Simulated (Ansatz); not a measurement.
# Mg: equation of state with PBE

The system is Mg.

```
CELL_PARAMETERS angstrom
3.20930 0.00000 0.00000
-1.60465 2.77934 0.00000
0.00000 0.00000 5.21030
ATOMIC_POSITIONS crystal
Mg 0.66667 0.33333 0.75000
Mg 0.33333 0.66667 0.25000
```

```yaml
Program: Ansatz 0.2.0
Task: equation of state
Functional: PBE
Potentials_or_basis: Ansatz PAW earlier set
Cutoff: 620 eV
Density_cutoff: 2480 eV
k_mesh: 10 × 10 × 5
Occupations: fermi-dirac, width 0.05 eV
Spin: no spin polarisation
```

```json
{"Equilibrium volume": "22.98 Å³/atom", "Bulk modulus at fixed shape and positions": "35 GPa", "Pressure derivative of the bulk modulus": "4.1"}
```

Energy against volume, from the lowest point:
```tsv
volume (Å³/atom)	energy (meV/atom)
21.843	6.57
22.308	2.08
22.772	0.00
23.237	0.11
23.702	2.18
24.167	6.03
24.631	11.49
```

All runs of the series together: 11 s on 2 threads of AMD EPYC 9B14 (Zen 4) (shared host).

Caveat: the cell was scaled at fixed shape and fractional positions, which overstates the stiffness of a crystal with free parameters, most of all of layers and chains.
